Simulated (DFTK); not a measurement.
The system is Rh.

```
CELL_PARAMETERS angstrom
0.00000 1.89785 1.89785
1.89785 0.00000 1.89785
1.89785 1.89785 0.00000
ATOMIC_POSITIONS crystal
Rh 0.00000 0.00000 0.00000
```

Program: DFTK 0.8.2. Alike in all runs: task single point; no spin polarisation; cell as given; k mesh 12 × 12 × 12; smearing fermi-dirac 0.05 eV.

Task: Order these runs on this cell by their pressure, lowest first.
A. level LDA; potentials or basis SG15 1.2 (PBE); cutoff (eV) 1225
B. level r2SCAN; potentials or basis SG15 1.2 (PBE); cutoff (eV) 1225
C. level PBE; potentials or basis dojo.nc.sr.pbe.v0_4_1.standard.upf (PBE); cutoff (eV) 1197

Result: A (-11.3 GPa), B (-1.1 GPa), C (7.5 GPa).

Caveats: the potentials were made for another functional, which shifts forces and pressure (some runs).

Not every run made on this cell is shown here.
